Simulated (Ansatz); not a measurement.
**CaO: band gap under strain**

How does strain move the band edges of rocksalt CaO, and do the functionals agree on it? States: +2.0 % equal strain in all directions; +3.0 % equal strain in all directions; +4.0 % equal strain in all directions.

The runs shown are made with Ansatz 0.2.0. PAW datasets, plane waves. No spin polarisation and no zero-point or thermal motion.

## 1. The cell

The unstrained cell was relaxed with r2SCAN; in each strained cell the atoms were relaxed again with r2SCAN. Names of k-points are those of the unstrained zone, where strain can split equivalent points. First state: +2.0 % equal strain in all directions.

Space group Fm-3m (No. 225), cubic; conventional cell a = 4.891 Å, 14.63 Å³ an atom. Around Ca lie 6 O at 2.45 Å; around O lie 6 Ca at 2.45 Å.

Coordinates:

```
Ca O
1.0
     0.00000    2.44550    2.44550
     2.44550    0.00000    2.44550
     2.44550    2.44550    0.00000
Ca O
1 1
Direct
  0.00000 0.00000 0.00000
  0.50000 0.50000 0.50000
```

From earlier runs on the unstrained cell: PBE 3.65 eV, r2SCAN 4.20 eV, HSE06 5.31 eV; a = 4.795 Å.

## 2. +2.0 % equal strain in all directions: PBE

Contents of input.yaml:

```yaml
crystal:
  lattice:
    - [0.0, 2.4455011158, 2.4455011158]
    - [2.4455011158, 0.0, 2.4455011158]
    - [2.4455011158, 2.4455011158, 0.0]
  atoms:
    - { symbol: Ca, position: [0.0, 0.0, 0.0] }
    - { symbol: O, position: [0.5, 0.5, 0.5] }
kpoints:
  mp_grid: { grid: [10, 10, 10] }
  band_path:
    path:
      - [0.0, 0.0, 0.0]
      - [0.5, 0.0, 0.5]
      - [0.625, 0.25, 0.625]
      - [0.375, 0.375, 0.75]
      - [0.5, 0.5, 0.5]
      - [0.5, 0.25, 0.75]
      - [0.0, 0.5, 0.5]
    npoints: 1
hamiltonian:
  xc: pbe
scf:
  occupations: { method: fermi_dirac, width: 0.02 }
  n_extra_bands: 4
output:
  forces: true
  stress: true
  eigenvalues: true
```

Launch:

```
> ansatz run input.yaml --threads 2 --pin off --max-ram 29491MiB --backend cpu --events-out ev --progress --plain --runs-dir out
```

The runs that follow: +2.0 % equal strain in all directions: r2SCAN; +2.0 % equal strain in all directions: HSE06; +2.0 % equal strain in all directions: r2SCAN; +3.0 % equal strain in all directions: PBE; +3.0 % equal strain in all directions: r2SCAN; +3.0 % equal strain in all directions: HSE06; +3.0 % equal strain in all directions: r2SCAN; +4.0 % equal strain in all directions: PBE; +4.0 % equal strain in all directions: r2SCAN; +4.0 % equal strain in all directions: HSE06; +4.0 % equal strain in all directions: r2SCAN.

Q: Predict the outcome of this session.

**Answer**, as computed:

Least gap in eV (negative: overlap), with the change from the unstrained cell in brackets:

| state | volume change (%) | PBE | r2SCAN | HSE06 |
| --- | --- | --- | --- | --- |
| +2.0 % equal strain in all directions | +6.1 | 3.66 (+0.01) | 4.20 (+0.00) | 5.31 (+0.00) |
| +3.0 % equal strain in all directions | +9.3 | 3.66 (+0.01) | 4.20 (+0.00) | 5.30 (-0.01) |
| +4.0 % equal strain in all directions | +12.5 | 3.65 (+0.00) | 4.19 (-0.01) | 5.28 (-0.03) |

In words: The largest move of the HSE06 gap in the table is -0.031 eV, under +4.0 % equal strain in all directions. PBE and HSE06 differ by 1.66 eV on the unstrained gap, and by at most 0.03 eV on its change.
